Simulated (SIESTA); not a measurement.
HfN under changes of volume

One of the cells (11.482 Å³/atom); the others are scaled copies at fixed shape and fractional positions:

```
Hf N
1.0
     0.00000    2.25600    2.25600
     2.25600    0.00000    2.25600
     2.25600    2.25600    0.00000
Hf N
1 1
Cartesian
  0.0000 0.0000 0.0000
  2.2560 2.2560 2.2560
```

```yaml
Program: SIESTA 5.4.2
Functional: LDA
Potentials_or_basis: PseudoDojo 0.4 standard (LDA files)
Basis: DZP (energy shift 0.003 Ry; two zetas on semicore shells)
Grid_cutoff: 800 Ry
Energy_shift: 0.003 Ry
k_mesh: 10 × 10 × 10
Occupations: fermi-dirac, width 0.05 eV
Spin: no spin polarisation
```

```csv
volume (Å³/atom),energy over the lowest point (meV/atom),pressure (GPa)
10.793,17.30,13.4
11.023,3.69,6.0
11.252,0.00,-0.6
11.482,5.26,-6.6
11.712,?,?
11.941,39.23,-16.6
12.171,66.02,-20.8
```

What does the run at 11.712 Å³/atom give?

Energy over the lowest point 18.66 meV/atom; pressure -12.0 GPa.

Worked out: A Birch-Murnaghan fit of order 3 (a polynomial in V^(-2/3)) to the other rows has its minimum at 11.23 Å³/atom with B0 = V·E''(V) = 310 GPa and B' = 4.6. It gives 18.71 meV/atom at 11.712 Å³/atom, against the run's 18.66, and -dE/dV = -11.9 GPa, against -12.0.

Energies are extrapolated to zero smearing.

Caveats: short orbitals over semicore shells can move pressures by several GPa; the basis of atomic orbitals isn't converged, which shifts pressures, moduli and gaps.
